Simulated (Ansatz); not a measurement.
# ZrC: how the settings move a single-point run

Aim: see which settings change the result for ZrC, by how much, and at what cost.

Method: reference: DFT, LDA, PAW with Ansatz's default frozen-core files, scalar-relativistic, in Ansatz 0.2.0.

**1. Starting point**

It takes space group Fm-3m (No. 225, cubic). The conventional cell has a = 4.700 Å, b = 4.700 Å, c = 4.700 Å, α = 90.00°, β = 90.00°, γ = 90.00°. Zr (site symmetry m-3m) is surrounded by 6 C at 2.35 Å. C (site symmetry m-3m) has 6 Zr at 2.35 Å in its first shell of neighbours.

Structure file:

```xyz
2
Lattice="0.0000 2.3502 2.3502 2.3502 0.0000 2.3502 2.3502 2.3502 0.0000" Properties=species:S:1:pos:R:3 pbc="T T T"
Zr    2.3502    2.3502    2.3502
C     0.0000    0.0000    0.0000
```

**2. Reference**

The input, input.yaml:

```yaml
crystal:
  lattice:
    - [0.0, 2.35021, 2.35021]
    - [2.35021, 0.0, 2.35021]
    - [2.35021, 2.35021, 0.0]
  atoms:
    - { symbol: Zr, position: [0.5, 0.5, 0.5] }
    - { symbol: C, position: [0.0, 0.0, 0.0] }
kpoints:
  mp_grid: { grid: [15, 15, 15] }
  band_path:
    path:
      - [0.0, 0.0, 0.0]
      - [0.5, 0.0, 0.5]
      - [0.625, 0.25, 0.625]
      - [0.375, 0.375, 0.75]
      - [0.0, 0.0, 0.0]
      - [0.5, 0.5, 0.5]
      - [0.5, 0.25, 0.75]
      - [0.5, 0.0, 0.5]
    npoints: 5
scf:
  occupations: { method: fermi_dirac, width: 0.05 }
hamiltonian:
  xc: lda
  pseudopotentials: { kind: paw }
output:
  forces: true
  stress: true
  eigenvalues: true
  efg: { contact_densities: true }
```

The run is started by

```sh
ansatz run input.yaml --threads 1 --pin off --max-ram 2048MiB --backend cpu --events-out ev --progress --plain --runs-dir out
```

**3. Changed: spin_polarized true**

Edit input.yaml of step 2 so:

```diff
@@ -31 +31,3 @@
   efg: { contact_densities: true }
+magnetization:
+  spin_polarized: true
```

**Question.** What will these runs give? Wanted: for each run, ending; energy change; pressure; gap; force.

**Answer**, as computed:

| run | ending | energy change | pressure (GPa) | gap (eV) | force (eV/Å) | cycles | time |
| --- | --- | --- | --- | --- | --- | --- | --- |
| reference | converged | 0 | -8.7 | 0.00 | 0.00 | 6 | 4.5 s |
| 1: spin_polarized true | converged | 0.0 meV/atom | -8.7 | 0.00 | 0.00 | 10 | 6.7 s |

Residual by cycle in the longest SCF loop of each run; runs are numbered as in the table. The quantity is the density residual dr2, in eV.

| cycle | reference | run 1 |
| --- | --- | --- |
| 1 | 0.0109 | 2.77 |
| 2 | 0.0055 | 0.435 |
| 3 | 8.5e-5 | 0.698 |
| 4 | 1.9e-6 | 0.051 |
| 5 | 1.8e-7 | 0.0199 |
| 6 | 1.3e-9 | 1.4e-4 |
| 7 | - | 1.8e-5 |
| 8 | - | 5.9e-5 |
| 9 | - | 2.6e-7 |
| 10 | - | 1.7e-9 |

**Reading.** With the changed spin polarisation the energy stays within 0.5 meV/atom: no moment was seeded, so none could form, and both runs end non-magnetic.
